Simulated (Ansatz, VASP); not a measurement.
**Two plane-wave programs on Pb**

File INCAR:

```
SYSTEM = Pb
  PREC = Accurate
  ENCUT = 600
  EDIFF = 1E-6
  ISMEAR = 0
  SIGMA = 0.1
  LREAL = .False.
  LASPH = .True.
  NELM = 100
  ALGO = Normal
  ISIF = 3
  LWAVE = .False.
  LCHARG = .False.
  GGA = PE
  IVDW = 12
  IBRION = 2
  NSW = 100
  EDIFFG = -0.005
```

Contents of KPOINTS:

```
Automatic mesh
0
Gamma
  14 14 14
  0 0 0
```

POSCAR

```
Pb
1.0
    0.0000000000      2.4750200000      2.4750200000
    2.4750200000      0.0000000000      2.4750200000
    2.4750200000      2.4750200000      0.0000000000
Pb
1
Direct
    0.0000000000      0.0000000000      0.0000000000
```

Input for Ansatz:

```yaml
crystal:
  lattice:
    - [0.0, 2.47502, 2.47502]
    - [2.47502, 0.0, 2.47502]
    - [2.47502, 2.47502, 0.0]
  atoms:
    - { symbol: Pb, position: [0.0, 0.0, 0.0] }
basis:
  ecutwfc: 420
kpoints:
  mp_grid: { grid: [14, 14, 14] }
hamiltonian:
  xc: pbe
  dispersion: d3bj
scf:
  occupations: { method: gaussian, width: 0.1 }
output:
  forces: true
  stress: true
  eigenvalues: true
relax:
  adjacent_minimum: "off"
  f_tol: 0.005
  max_steps: 80
  cell: { stress_tol: 0.05 }
```

Alike in both runs: task relaxation of cell and atoms; functional PBE; dispersion D3(BJ); k mesh 14 × 14 × 14; occupations gaussian, width 0.1 eV; no spin polarisation.

|  | VASP | Ansatz |
| --- | --- | --- |
| version | VASP 6.6.1 | Ansatz 0.2.0 |
| potentials or method | VASP PAW PBE potentials, release 64 (Pb_d) | scalar-relativistic, plane waves, PAW |
| plane-wave cutoff (eV) | 600 | 420 |
| valence electrons in the cell | 14 | 14 |

```tsv
	VASP	Ansatz	Ansatz less VASP
gap on the k mesh at the Fermi level, each at its own relaxed structure (eV)	none	none	-
relaxed volume (Å³/atom)	30.45	30.49	+0.035
relaxed cell length with the largest relative difference (Å)	3.505	3.507	+0.0013
```

A gap of «none» marks a metal or a gap that the smearing closes. Ansatz warned: «relaxed_geometry_near_dispersion_switch».

Caveats: pairwise dispersion overbinds metals, which lowers pressure and volume. The runs have no spin-orbit coupling, so splittings on Pb are missing. Zero-point motion and thermal expansion aren't in these numbers.
